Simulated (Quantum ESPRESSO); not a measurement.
CoO:

```
CELL_PARAMETERS angstrom
0.00000 2.13150 2.13150
2.13150 0.00000 2.13150
2.13150 2.13150 0.00000
ATOMIC_POSITIONS crystal
Co 0.00000 0.00000 0.00000
O 0.50000 0.50000 0.50000
```

* Program: Quantum ESPRESSO 7.5
* Task: phonons
* Functional: PBEsol
* Potentials or basis: GBRV 1.5 PBEsol
* Cutoff: 762 eV
* Density cutoff: 6095 eV
* k mesh: 9 × 9 × 9
* Occupations: cold, width 0.2 eV
* Spin: collinear spin, ferromagnetic start
* Starting moments: [2.0, 0.0] μB
* Target pressure: 3 GPa
* Mixing beta: 0.3
* Most SCF iterations: 120
* SCF threshold: 4e-10 Ry

The cell and the atoms were relaxed first at 3 GPa, to 8.97 Å³/atom (a = 2.939 Å, b = 2.939 Å, c = 2.939 Å, α = 60.00°, β = 60.00°, γ = 60.00°), and the response was taken there.

**Question.** What is the highest optical frequency at the zone centre?

**Answer.** 150 cm⁻¹, a mode of symmetry T1u (IR).

Optical modes at Γ, degenerate ones joined:
```csv
cm⁻¹,components,symmetry,active in
150,3,T1u,IR
```

Caveat: the mesh is thin for the phonons of a metal; a cell with one magnetic atom can't hold antiferromagnetic order, which such compounds often take.
